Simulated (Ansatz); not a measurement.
# Polarity and tunnelling in MgB2/SiC/Mg, part 2 of 6

Both polarities of the barrier in MgB2/SiC/Mg, relaxed and compared. The lower electrode is MgB2 AlB2(0001), the upper one Mg hcp(0001); the barrier is SiC wurtzite(0001) (whole bilayers). In the first transport cell, after relaxation, the nearest pair of electrode and barrier is B–Si at 2.77 Å, along the normal, too long for a bond, at the lower face and Mg–Si at 2.92 Å, at a slant, at the upper one. A gap without bonds adds to the barrier. All share a net of side 3.07 Å, which strains the lower electrode by +0.0 %, the upper one by -3.8 % and the barrier by -0.7 %, against typed lattice constants near PBE's. The first steps treat the bulk electrodes alone.

Ansatz 0.2.0; PBE DFT, plane waves, PAW files (the session's first sound run).

So far: The structure; Layer spacing of the electrode, 3 atoms, electrode MgB2 AlB2(0001); Layer spacing of the electrode, 2 atoms, electrode Mg hcp(0001).

**4. Relaxation, box 40.5 Å, polarity C face on the lower electrode**

System of this step: MgB2/SiC/Mg. The cell holds 18 atoms: 6 Mg, 4 B, 4 C and 4 Si. Cell: a = 3.070 Å, b = 3.070 Å, c = 40.512 Å, α = 90.0°, β = 90.0°, γ = 120.0°. Vacuum lies along c.

The starting distances are typed guesses, too rough for a quantity that is exponential in distance. A short slab in vacuum serves: only the barrier and the layers next to it are taken over, and later cells can add or drop layers in the barrier's middle. The dipole correction removes the field that unlike faces would set up across the vacuum.

input.yaml reads:

```yaml
crystal:
  lattice:
    - [3.07, 0.0, 0.0]
    - [-1.535, 2.6586979896, 0.0]
    - [0.0, 0.0, 40.5118739954]
  atoms:
    - { symbol: Mg, position: [0.0, 0.0, 0.1974729681] }
    - { symbol: B, position: [0.33333333, 0.66666667, 0.2410404417] }
    - { symbol: B, position: [0.66666667, 0.33333333, 0.2410404417] }
    - { symbol: Mg, position: [0.0, 0.0, 0.2846079152] }
    - { symbol: B, position: [0.33333333, 0.66666667, 0.3281753888] }
    - { symbol: B, position: [0.66666667, 0.33333333, 0.3281753888] }
    - { symbol: C, position: [0.0, 0.0, 0.3553279219] }
    - { symbol: Si, position: [0.33333333, 0.66666667, 0.3707909296] }
    - { symbol: C, position: [0.33333333, 0.66666667, 0.4181856766] }
    - { symbol: Si, position: [0.0, 0.0, 0.4336486842] }
    - { symbol: C, position: [0.0, 0.0, 0.4810434313] }
    - { symbol: Si, position: [0.33333333, 0.66666667, 0.4965064389] }
    - { symbol: C, position: [0.33333333, 0.66666667, 0.5439011859] }
    - { symbol: Si, position: [0.0, 0.0, 0.5593641936] }
    - { symbol: Mg, position: [0.33333333, 0.66666667, 0.6053009824] }
    - { symbol: Mg, position: [0.0, 0.0, 0.6710429989] }
    - { symbol: Mg, position: [0.33333333, 0.66666667, 0.7367850154] }
    - { symbol: Mg, position: [0.0, 0.0, 0.8025270319] }
kpoints:
  mp_grid: { grid: [8, 8, 1] }
scf:
  occupations: { method: fermi_dirac, width: 0.1 }
  max_iter: 150
hamiltonian:
  xc: pbe
efield:
  axis: 3
  dipole_correction: true
relax:
  f_tol: 0.04
  max_steps: 90
output:
  forces: true
```

Launch:

```bash
> ansatz run input.yaml --threads 4 --pin off --max-ram 10240MiB --backend cpu --events-out ev --progress --plain --runs-dir out
```

Numbers of over 12 decimals in the logs are rounded to 6 here.

The program printed:

```text
[...]
Crystal: 18 atoms, lattice volume = 330.666 Å³
Basis set: ecut = 420 eV, 6435 PW (Γ), exchange–correlation on 48×48×576 points (8 copies of the dense FFT grid, shifted against one another)
Bands: 70, of which v1, the nominal top of the filled ones, is band 52 counted from 1 (51 counted from 0)
Symmetry: 6 space group operations
[...]
k-points: 10 of 64 (time reversal used)
[...]
SCF iter   1: F=—  HF=-15706.530236 eV  |F-HF|=—  |Δ(HF+E_count)|=         —  Δρ=9.40e-3  dr2=2.15e1  ethr=1.77e-3  p=-0.004 e·Å  D=-2.26e-3 V/Å  ΔV_dip=0.09 eV  dr2_dipole=9.94e0  V_vac-E_F(+/−)=3.91/3.83 eV  ⟨swp⟩=11.0  Hψ=4015  notcnv=0  defer=39
efield: sawtooth ramp at fractional position 0.9500 (placed from the atoms, in the widest stretch of the axis that holds none; the zero of the levels goes with the place), width 0.1000; the density the first Hamiltonian is built on has a dipole p = -0.004 e·Å; the dipole correction subtracts the counter field D = -2.26e-3 V/Å, which shifts the + side's vacuum level by +0.09 eV against the − side's; the planar-averaged density in the ramp window peaks in size at 2.7e-4 e/Å³
[...]
SCF iter   2: F=—  HF=-15706.243556 eV  |F-HF|=—  |Δ(HF+E_count)|=   2.87e-1  Δρ=4.39e-3  dr2=1.33e0  ethr=1.77e-3  p=0.013 e·Å  D=7.24e-3 V/Å  ΔV_dip=-0.29 eV  dr2_dipole=8.94e-2  V_vac-E_F(+/−)=3.81/4.10 eV  ⟨swp⟩=2.8  Hψ=960  notcnv=0  defer=59
[...]
SCF iter   8: F=-15706.202335 eV  HF=-15706.202339 eV  |F-HF|=3.46e-6  |Δ(HF+E_count)|=   4.64e-6  Δρ=1.92e-5  dr2=4.31e-6  ethr=3.85e-8  p=0.022 e·Å  D=1.19e-2 V/Å  ΔV_dip=-0.48 eV  dr2_dipole=6.22e-8  V_vac-E_F(+/−)=3.69/4.17 eV  ⟨swp⟩=4.6  Hψ=1964  notcnv=0
WARN: efield: at this solve's end the planar-averaged density reaches 1.36e-5 e/Å³ inside the ramp window [0.9253, 0.0747] (bound 1e-5 e/Å³); by the running means of the window's planes the mean density over a ramp is at most 1.30e-5 e/Å³, which is held to the bound (the quickstart, § The vacuum guard, A window that rings); the window's nearer edge stands 4.97 Å from this solve's nearest atom along the axis. Its work [...]
SCF 1 converged in 8 iterations: F = -15706.202335 eV  dr2 = 4.31e-6
[...]
relax step   1: F+E_penalty+E_count = -15706.20233512 eV  Δ(F+E_penalty+E_count) = +0.000e0 eV  max|allowed force component| = 8.578e0 eV/Å  Δτ_max = 0.0000 Å  (8 SCF iters, dr2 threshold 4.00e-5 eV, accepted)
[...]
SCF iter   1: F=—  HF=-15708.218620 eV  |F-HF|=—  |Δ(HF+E_count)|=         —  Δρ=1.23e-2  dr2=1.07e0  ethr=1.05e-3  p=0.022 e·Å  D=1.19e-2 V/Å  ΔV_dip=-0.48 eV  dr2_dipole=5.87e-2  V_vac-E_F(+/−)=3.72/4.21 eV  ⟨swp⟩=1.0  Hψ=2938  notcnv=0  defer=56
efield: sawtooth ramp at fractional position 0.9500 (handed on by an earlier solve), width 0.1000; the density the first Hamiltonian is built on has a dipole p = 0.022 e·Å; the dipole correction subtracts the counter field D = 1.19e-2 V/Å, which shifts the + side's vacuum level by -0.48 eV against the − side's; the planar-averaged density in the ramp window peaks in size at 1.5e-5 e/Å³
[...]
SCF iter   2: F=—  HF=-15708.131714 eV  |F-HF|=—  |Δ(HF+E_count)|=   8.69e-2  Δρ=9.32e-3  dr2=6.74e-1  ethr=1.03e-3  p=0.019 e·Å  D=1.02e-2 V/Å  ΔV_dip=-0.41 eV  dr2_dipole=4.56e-2  V_vac-E_F(+/−)=3.70/4.12 eV  ⟨swp⟩=3.4  Hψ=1127  notcnv=0  defer=56
[...]
SCF iter   6: F=-15707.950404 eV  HF=-15707.950417 eV  |F-HF|=1.32e-5  |Δ(HF+E_count)|=   8.68e-6  Δρ=4.20e-5  dr2=1.46e-5  ethr=9.62e-8  p=0.019 e·Å  D=1.04e-2 V/Å  ΔV_dip=-0.42 eV  dr2_dipole=3.35e-6  V_vac-E_F(+/−)=3.68/4.11 eV  ⟨swp⟩=3.6  Hψ=2602  notcnv=0
[...]
SCF 2 converged in 6 iterations: F = -15707.950404 eV  dr2 = 1.46e-5
[...]
relax step   2: F+E_penalty+E_count = -15707.95040426 eV  Δ(F+E_penalty+E_count) = -1.748e0 eV  max|allowed force component| = 6.182e0 eV/Å  Δτ_max = 0.1945 Å  (6 SCF iters, dr2 threshold 1.00e-4 eV, accepted)
[...]
SCF iter   6: F=-15709.973544 eV  HF=-15709.973592 eV  |F-HF|=4.80e-5  |Δ(HF+E_count)|=   2.64e-5  Δρ=6.78e-5  dr2=4.63e-5  ethr=9.62e-8  p=0.020 e·Å  D=1.10e-2 V/Å  ΔV_dip=-0.44 eV  dr2_dipole=1.06e-5  V_vac-E_F(+/−)=3.69/4.13 eV  ⟨swp⟩=4.0  Hψ=2554  notcnv=0
[...]
SCF 3 converged in 6 iterations: F = -15709.973544 eV  dr2 = 4.63e-5
relax step   3: F+E_penalty+E_count = -15709.97354443 eV  Δ(F+E_penalty+E_count) = -2.023e0 eV  max|allowed force component| = 2.740e0 eV/Å  Δτ_max = 0.1950 Å  (6 SCF iters, dr2 threshold 1.00e-4 eV, accepted)
[...]
relax step   4: F+E_penalty+E_count = -15710.70472077 eV  Δ(F+E_penalty+E_count) = -7.312e-1 eV  max|allowed force component| = 7.456e-1 eV/Å  Δτ_max = 0.1958 Å  (6 SCF iters, dr2 threshold 1.00e-4 eV, accepted)
[...]
relax step   5: F+E_penalty+E_count = -15710.95623661 eV  Δ(F+E_penalty+E_count) = -2.515e-1 eV  max|allowed force component| = 3.022e-1 eV/Å  Δτ_max = 0.2000 Å  (7 SCF iters, dr2 threshold 4.12e-5 eV, accepted)
[...]
relax step   6: F+E_penalty+E_count = -15711.07984700 eV  Δ(F+E_penalty+E_count) = -1.236e-1 eV  max|allowed force component| = 1.128e-1 eV/Å  Δτ_max = 0.2000 Å  (8 SCF iters, dr2 threshold 6.76e-6 eV, accepted)
[...]
relax step   7: F+E_penalty+E_count = -15711.10258114 eV  Δ(F+E_penalty+E_count) = -2.273e-2 eV  max|allowed force component| = 1.979e-1 eV/Å  Δτ_max = 0.1327 Å  (8 SCF iters, dr2 threshold 1.78e-6 eV, accepted)
[...]
relax step   8: F+E_penalty+E_count = -15711.10599926 eV  Δ(F+E_penalty+E_count) = -3.418e-3 eV  max|allowed force component| = 4.481e-2 eV/Å  Δτ_max = 0.0256 Å  (5 SCF iters, dr2 threshold 5.46e-6 eV, accepted)
SCF iter   1: F=—  HF=-15711.107737 eV  |F-HF|=—  |Δ(HF+E_count)|=         —  Δρ=7.36e-4  dr2=1.08e-2  ethr=4.99e-5  p=0.024 e·Å  D=1.30e-2 V/Å  ΔV_dip=-0.52 eV  dr2_dipole=8.37e-4  V_vac-E_F(+/−)=3.67/4.20 eV  ⟨swp⟩=2.1  Hψ=1246  notcnv=0  defer=56
[...]
SCF iter   7: F=-15711.106715 eV  HF=-15711.106715 eV  |F-HF|=3.42e-8  |Δ(HF+E_count)|=   7.48e-8  Δρ=1.71e-6  dr2=3.13e-8  ethr=9.62e-11  p=0.024 e·Å  D=1.29e-2 V/Å  ΔV_dip=-0.52 eV  dr2_dipole=1.55e-8  V_vac-E_F(+/−)=3.67/4.20 eV  ⟨swp⟩=5.0  Hψ=2248  notcnv=0
[...]
SCF 9 converged in 7 iterations: F = -15711.106715 eV  dr2 = 3.13e-8
relax step   9: F+E_penalty+E_count = -15711.10671503 eV  Δ(F+E_penalty+E_count) = -7.158e-4 eV  max|allowed force component| = 2.279e-2 eV/Å  Δτ_max = 0.0104 Å  (7 SCF iters, accepted)
SCF converged after 7 iterations
Free energy (F): -15711.106715 eV
[...]
Internal energy: -15710.946453 eV  (E = F + TS)
E sigma→0 (E₀):  -15711.026584 eV
Entropy (-TS):   -0.160262 eV (-8.903 meV/atom)
Fermi energy:    4.660100 eV
Dipole field:    D = 0.013063 V/Å  (p = 0.023871 e·Å, saw-weighted, corrected)
Work function:   Φ+ = 3.6726 eV   Φ− = 4.2019 eV
Levels:          The Fermi level and band energies are counted from a zero that moves with the ramp; work functions are not
Vacuum region:   at the solve's end the planar-averaged density reaches 6.80e-5 e/Å³ inside the ramp window [0.9253, 0.0747] (bound 1e-5 e/Å³)
[...]
--- Forces (eV/Å), atoms counted from 1 ---
  atom   1  Mg     0.00000000    -0.00000000    -0.00119648
  atom   2  B      0.00000000    -0.00000000    -0.00401734
  atom   3  B      0.00000000     0.00000000    -0.00220089
  atom   4  Mg    -0.00000000     0.00000000    -0.00078385
  atom   5  B     -0.00000000    -0.00000000     0.00687919
  atom   6  B      0.00000000     0.00000000     0.00115035
  atom   7  C      0.00000000    -0.00000000     0.00097325
  atom   8  Si     0.00000000     0.00000000    -0.00914366
  atom   9  C      0.00000000     0.00000000     0.00947871
  atom  10  Si     0.00000000    -0.00000000     0.02278738
  atom  11  C     -0.00000000    -0.00000000    -0.01615938
  atom  12  Si     0.00000000     0.00000000    -0.01256395
  atom  13  C      0.00000000     0.00000000    -0.00269285
  atom  14  Si     0.00000000    -0.00000000     0.00483812
  atom  15  Mg    -0.00000000     0.00000000     0.00071372
  atom  16  Mg     0.00000000     0.00000000     0.00066357
  atom  17  Mg    -0.00000000    -0.00000000     0.00049531
  atom  18  Mg     0.00000000     0.00000000     0.00074480
  max |Σ_I F_I| component: 3.40e-5 eV/Å
--- Relaxed structure (9 steps of the walk, 9 accepted, 0 SCFs on fresh bases) ---
  F+E_penalty+E_count = -15711.10671503 eV   max|allowed force component| = 2.279e-2 eV/Å
  atoms:
    - { symbol: Mg, position: [7.461572217271058e-18, -2.188845589483991e-17, 0.180533] }
    - { symbol: B, position: [0.333333, 0.666667, 0.222805] }
    - { symbol: B, position: [0.666667, 0.333333, 0.222639] }
    - { symbol: Mg, position: [5.318256970570373e-18, -2.284870072413895e-17, 0.265965] }
    - { symbol: B, position: [0.333333, 0.666667, 0.307562] }
    - { symbol: B, position: [0.666667, 0.333333, 0.307789] }
    - { symbol: C, position: [4.0936737617622305e-17, -6.890963325747383e-18, 0.364984] }
    - { symbol: Si, position: [0.333333, 0.666667, 0.375913] }
    - { symbol: C, position: [0.333333, 0.666667, 0.424490] }
    - { symbol: Si, position: [3.563593178406575e-17, -9.265822274110712e-18, 0.439093] }
    - { symbol: C, position: [3.613603799889817e-17, -9.041765450163632e-18, 0.486885] }
    - { symbol: Si, position: [0.333333, 0.666667, 0.501848] }
    - { symbol: C, position: [0.333333, 0.666667, 0.549620] }
    - { symbol: Si, position: [3.6251612146478515e-17, -8.989986096759822e-18, 0.565298] }
    - { symbol: Mg, position: [0.333333, 0.666667, 0.622464] }
    - { symbol: Mg, position: [4.938637024567569e-17, -3.1053717973642888e-18, 0.687412] }
    - { symbol: Mg, position: [0.333333, 0.666667, 0.751933] }
    - { symbol: Mg, position: [4.7888664796416596e-17, -3.776371509458824e-18, 0.817706] }
```

Wall time 34 s (4 threads of Arm Neoverse V2, shared host); peak memory 0.85 GiB.

Relaxation path:

```
step  energy less that of the first step (eV)  largest force component (eV/Å)
   1                                   0.0000                          8.5777
   2                                  -1.7481                          6.1823
   3                                  -3.7712                          2.7404
   4                                  -4.5024                          0.7456
   5                                  -4.7539                          0.3022
   6                                  -4.8775                          0.1128
   7                                  -4.9002                          0.1979
   8                                  -4.9037                          0.0448
   9                                  -4.9044                          0.0228
```

The run keeps the 6 symmetry operations that it works with, so distortions that break them were not tested.

The atoms that moved most (Å):

```
atom     dx     dy      dz  length
  B5  0.000  0.000  -0.835   0.835
  B6  0.000  0.000  -0.826   0.826
 Mg4  0.000  0.000  -0.755   0.755
  B3  0.000  0.000  -0.745   0.745
  B2  0.000  0.000  -0.739   0.739
Mg15  0.000  0.000   0.695   0.695
 Mg1  0.000  0.000  -0.686   0.686
Mg16  0.000  0.000   0.663   0.663
```

Numbers from this step:

| Quantity | Value |
| --- | --- |
| free energy | -15711.1067 eV |
| Fermi energy | 4.660 eV |

The largest force component on a free atom ends at 0.023 eV/Å. At one or more of this run's solves the program warned of density in the dipole ramp over its bound, where dipole, forces and levels can be off.

(Part 2 of 6 ends here.)

[Logs are printed without paths, hosts, clocks, repeated set-up lines and the standing remarks that a program may print on its own settings, such as how far it seeks lower states.]

[Hosts, paths, dates, database ids (printed as entryN), source tags and the programs' standing remarks are cut or masked in the printed files.]
